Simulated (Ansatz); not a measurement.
input.yaml

```yaml
crystal:
  lattice:
    - [2.7795767354, 1.6047893764, 2.2753675075]
    - [-2.7795767354, 1.6047893764, 2.2753675075]
    - [0.0, -3.2095787528, 2.2753675075]
  atoms:
    - { symbol: Ba, position: [-0.0010455444, -0.0010455444, -0.0010455444] }
    - { symbol: Ti, position: [0.4889152569, 0.4889152569, 0.4889152569] }
    - { symbol: O, position: [0.5088826494, 0.5088826494, 0.0135649887] }
    - { symbol: O, position: [0.0135649887, 0.5088826494, 0.5088826494] }
    - { symbol: O, position: [0.5088826494, 0.0135649887, 0.5088826494] }
basis:
  ecutwfc: 420
kpoints:
  mp_grid: { grid: [6, 6, 6] }
hamiltonian:
  xc: pbe
scf:
  occupations: { method: gaussian, width: 0.02 }
output:
  forces: true
  stress: true
  eigenvalues: true
relax:
  adjacent_minimum: "off"
  f_tol: 0.01
  max_steps: 30
  cell: { stress_tol: 0.1, fix: [volume] }
```

Run as
```bash
ansatz run input.yaml --threads 1 --pin off --max-ram 2560MiB --backend cpu --events-out ev --progress --plain --runs-dir out
```

Method: DFT PBE, scalar-relativistic, plane waves, PAW in Ansatz 0.2.0.

From the run's log, abridged (final results; tables in files aren't shown):

```
SCF 8 converged in 7 iterations: F = -10159.424553 eV  dr2 = 6.72e-11
SCF converged after 7 iterations
Free energy (F): -10159.424553 eV
Harris-Foulkes:  -10159.424553 eV  (|F-HF|=3.27e-11)
Internal energy: -10159.424553 eV  (E = F + TS)
E sigma→0 (E₀):  -10159.424553 eV
Fermi energy:    12.064167 eV
--- Per-component energies (eV) ---
  E_band       = -109.135827
  E_kinetic    = 976.529980
  E_local      = -2034.962296  (includes V_loc(G=0)·N_el)
  E_nonlocal   = 204.009254
  E_hartree    = 801.934270
  E_xc         = -493.263544
  E_vxc        = -548.603266  (∫ρ·V_xc dr)
  E_paw        = -6745.394587  (= ΣΔE_a)
  E_vpaw       = -309.985335  (= ΣTr[D̂ρ^β])
  E_aug_tail   = 0.007402  (compensation charges beyond the density's cutoff)
  E_ewald      = -2868.285033
  E_smearing   =  0.000000  (= −TS)
--- Forces (eV/Å), atoms counted from 1 ---
  atom   1  Ba     0.00000000     0.00000000     0.00029347
  atom   2  Ti     0.00000000     0.00000000    -0.00002491
  atom   3  O      0.00000000    -0.00027964    -0.00008699
  atom   4  O      0.00024218     0.00013982    -0.00008699
  atom   5  O     -0.00024218     0.00013982    -0.00008699
--- Stress (GPa, compression-positive) ---
       12.616029       0.000000       0.000000
        0.000000      12.616029       0.000000
        0.000000       0.000000      12.601521
  P = ⅓ Tr σ = 12.6112 GPa (126.112 kbar)
--- Band table (eV; the first three rows and the last of 32) ---
  k-point 0: bands = ["-45.2087", "-21.4738", "-21.4738", "-21.4717", "-13.4618", "-5.8922", "-5.2505", "-5.2505", "1.3297", "1.3297", "1.3299", "8.8353", "8.8360", "8.8360", "9.7949", "9.7949", "9.8446", "10.8881", "10.9330", "10.9330", "13.0913", "13.0913", "13.1430", "15.4934", "15.4934"]
  k-point 1: bands = ["-45.2084", "-21.4902", "-21.4731", "-21.4716", "-13.4223", "-5.9340", "-5.2409", "-5.2063", "1.3788", "1.3793", "1.4624", "8.3489", "8.7346", "8.7382", "9.5048", "9.5236", "9.6365", "10.3061", "10.7463", "10.7527", "13.1391", "13.6048", "13.6182", "15.4965", "16.2067"]
  k-point 2: bands = ["-45.2078", "-21.5239", "-21.4717", "-21.4702", "-13.3409", "-6.1184", "-5.2218", "-4.9912", "1.4815", "1.4828", "1.7236", "7.4125", "8.4184", "8.4252", "9.1515", "9.2078", "9.2974", "9.4895", "10.4418", "10.4713", "13.2087", "14.4802", "14.5061", "15.4973", "17.1937"]
  k-point 31: bands = ["-45.2052", "-21.5329", "-21.5329", "-21.5306", "-13.1161", "-4.9425", "-4.9391", "-4.9391", "0.4764", "0.4764", "0.4795", "6.5182", "7.1069", "7.1069", "8.7522", "8.7522", "8.7634", "11.0335", "11.0335", "11.0372", "15.6072", "15.6404", "15.6404", "18.1004", "18.1004"]
--- Relaxed structure (7 steps of the walk, 7 accepted, 1 SCFs on fresh bases) ---
  F+E_penalty+E_count = -10159.42455327 eV   max|allowed force component| = 2.920e-4 eV/Å   (the final SCF, on the basis selected at the relaxed cell)
  cell:  # Å, volume = 60.8975 Å³
    - [2.78130492, 1.60578714, 2.27254074]
    - [-2.78130492, 1.60578714, 2.27254074]
    - [0.0, -3.21157429, 2.27254074]
  atoms:
    - { symbol: Ba, position: [0.00129373, 0.00129373, 0.00129373] }
    - { symbol: Ti, position: [0.49532727, 0.49532727, 0.49532727] }
    - { symbol: O, position: [0.50691615, 0.50691615, 0.00874668] }
    - { symbol: O, position: [0.00874668, 0.50691615, 0.50691615] }
    - { symbol: O, position: [0.50691615, 0.00874668, 0.50691615] }
```

The relaxation met its thresholds.

The run took 55 s on 1 thread of Arm Neoverse V1, on a shared host, peak memory 0.35 GiB.